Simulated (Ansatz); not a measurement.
## AlGa$_{3}$N$_{4}$ under pressure: fit and missing row

AlGa$_{3}$N$_{4}$, Pm, a = 5.142 Å, b = 3.165 Å, c = 5.478 Å, β = 90.0°. The structure is a Materials Project entry; whether it is the stable form wasn't checked. Ansatz: PBEsol, PAW, 420 eV, Γ-centred 6×8×6 mesh on 8 atoms, Gaussian smearing 0.02 eV; no spin polarisation. Cell and atoms are relaxed at each pressure, and no other structure is tried, so the rows at high pressure may lie past a change of phase.

| V (Å³/atom) | P (GPa) |
| --- | --- |
| ? | 20.00 |
| 10.630 | 10.06 |
| 10.872 | 5.03 |
| 11.029 | 2.06 |
| 11.146 | -0.01 |
| 11.267 | -2.03 |

Problem. Take V0 = 11.146 Å³/atom, count pressures from its P0 = -0.01 GPa, fit the third-order Birch–Murnaghan form to the other rows, and predict the missing volume.

Solution. With the Eulerian strain f = ½[(V0/V)^(2/3) − 1] and y = (P − P0)/[3f(1 + 2f)^(5/2)], the form is the line y = B0 + 1.5 B0 (B0′ − 4) f. Rows (f, y): 0.01605, 193.3; 0.00837, 192.6; 0.00353, 192.1; -0.00359, 191.0. Means f = 0.006090, y = 192.25; Σ(Δf)² = 0.0002047, ΣΔfΔy = 0.02374; the slope is their ratio. y = 191.5 + 116.0 f GPa, so B0 = 191.5 GPa and B0′ = 4 + 2 × (116.0)/(3 × 191.5) = 4.40. P = 20.00 GPa is met at f = 0.02963 (y = 194.94), so V = V0 (1 + 2f)^(−3/2) = 10.224 Å³/atom. The run gave 10.219 Å³/atom, so the fit is 0.005 Å³/atom too high, a small miss on the scale of the series. The form still works here, 82 % of the fitted range beyond its end.

The fit describes a stiff nitride that stiffens further as it is squeezed. The resistance comes from short, strongly polar covalent bonds between the metals and nitrogen. The cell dimensions suggest an ordered wurtzite-type network, in which compression must shorten these bonds as well as bend the angles between them. As the bonds shorten, overlap repulsion rises faster than the bonding energy gained, so B0′ is positive.

B0 is much better supported than B0′. The values of y change little over the fitted rows, and those nearest zero strain divide a small pressure by a small strain, so rounding in the volumes can shift the slope noticeably. The computed volume at 20.00 GPa lies below the prediction, which means the crystal is slightly softer there than the fit implies and suggests that 4.40 is somewhat too high. The close match in volume is therefore good support for the extrapolated compression curve, but only a weak test of the pressure derivative.
